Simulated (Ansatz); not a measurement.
The system is BP.

```
P B
1.0
     0.00000    2.26900    2.26900
     2.26900    0.00000    2.26900
     2.26900    2.26900    0.00000
P B
1 1
Direct
  0.75000 0.75000 0.75000
  0.00000 0.00000 0.00000
```

Base run:

* Program: Ansatz 0.2.0
* Functional: PBE
* Potentials or basis: all-electron PAW datasets made for the crystal
* Cutoff: 280 eV
* Density cutoff: 1400 eV
* k mesh: 8 × 8 × 8
* Occupations: fermi-dirac, width 0.05 eV
* Spin: no spin polarisation

Its results: band gap on the k mesh 1.28 eV, indirect (least direct gap 3.41 eV); pressure 1.1 GPa.

Q: The run is repeated on the same cell with these changes: k mesh from 8 × 8 × 8 to 6 × 6 × 6. What comes out?

A: Band gap on the k mesh 1.34 eV, indirect (least direct gap 3.40 eV); pressure 1.2 GPa.

A k mesh can miss the band edges.

Not every run made on this cell is shown here.
